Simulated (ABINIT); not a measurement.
The system is SnTe.

```
Te Sn
1.0
     0.00000    3.61115    3.61115
     3.61115    0.00000    3.61115
     3.61115    3.61115    0.00000
Te Sn
1 1
Direct
  0.25000 0.25000 0.25000
  0.00000 0.00000 0.00000
```

Measurements of this composition are mostly on another form, of space group No. 225.

* Program: ABINIT 10.8.3 (patched build)
* Task: single point
* Functional: PBE
* Potentials or basis: JTH PAW PBE v2.0
* Cutoff: 599 eV
* k mesh: 7 × 7 × 7
* Occupations: fermi-dirac, width 0.05 eV
* Spin: no spin polarisation

On this cell: pressure -0.1 GPa; largest force zero by symmetry; band gap on the k mesh 0.33 eV, indirect (least direct gap 0.83 eV).

The same run follows on a disturbed copy (atoms moved at random, drawn with an rms of 0.05 Å):

```
Te Sn
1.0
     0.00000    3.61115    3.61115
     3.61115    0.00000    3.61115
     3.61115    3.61115    0.00000
Te Sn
1 1
Cartesian
  1.7987 1.7773 1.8345
  -0.0433 0.0023 0.0114
```

**Question.** What changes?

**Answer.** The energy moves by +1.3 meV/atom; pressure -0.1 GPa; largest force 0.118 eV/Å; band gap on the k mesh 0.31 eV, indirect (least direct gap 0.83 eV).

Forces in eV/Å, atoms in the order of the input:
```
Te  -0.079  0.078 -0.040
Sn   0.079 -0.078  0.040
```

Stress tensor (GPa, compression positive):
```
-0.06 -0.11  0.19
-0.11 -0.06 -0.22
 0.19 -0.22 -0.06
```

Caveats: spin-orbit coupling is left out, which moves the levels of the heavy elements; an odd mesh through Γ misses points on the zone boundary, where band edges often lie.
